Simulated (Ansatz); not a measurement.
The system is MnO.

```
Mn O
1.0
     2.67239    0.00000    0.00000
     0.00000    2.67239    0.00000
     0.00000    0.00000    2.67239
Mn O
1 1
Direct
  0.00000 0.00000 0.00000
  0.50000 0.50000 0.50000
```

Measurements of this composition are mostly on another form, of space group No. 225.

| Item | Value |
| --- | --- |
| Program | Ansatz 0.2.0 |
| Task | relaxation of cell and atoms |
| Functional | HSE06 |
| Potentials or basis | Ansatz PAW |
| Cutoff | 420 eV (not typed: the program's choice for these potentials) |
| k mesh | 5 × 5 × 5 |
| Occupations | fermi-dirac, width 0.05 eV |
| Spin | collinear spin, ferromagnetic start |
| Starting moments | [4.0, 0.0] μB |

At the start: volume 9.54 Å³/atom.

Problem. Where does the relaxation end?

Solution. It ends after 7 steps and the volume is 10.34 Å³/atom (+8.4 %); space group Pm-3m (No. 221, to 0.05 Å); moment 5.00 μB per cell.

Step by step:
```
step  energy change (eV)  largest force (eV/Å)  volume (Å³)
   1              0.0000                0.0000        19.09
   2             -0.0626                0.0000        20.18
   3             -0.0663                0.0000        20.58
   4             -0.0662                0.0000        20.63
   5             -0.0758                0.0000        20.63
   6             -0.0756                0.0000        20.69
   7             -0.0759                0.0000        20.69
```

Final structure:
```
CELL_PARAMETERS angstrom
2.74515 0.00000 0.00000
0.00000 2.74515 0.00000
0.00000 0.00000 2.74515
ATOMIC_POSITIONS crystal
Mn 0.00000 0.00000 0.00000
O 0.50000 0.50000 0.50000
```

Caveat: the k mesh is coarse (spacing up to 0.47 Å⁻¹), so the values aren't converged, least of all with exact exchange; the magnetic or orbital state may not be the lowest; the plane-wave basis is chosen anew once the cell has moved, so the energies of steps on either side of that aren't comparable; the pressure holds a Pulay correction of +0.7 GPa for the finite cutoff; a cell with one magnetic atom can't hold antiferromagnetic order, which such compounds often take; the PAW data sets come from PBE, with cores solved anew for the run's functional, which leaves a small shift of forces and pressure.
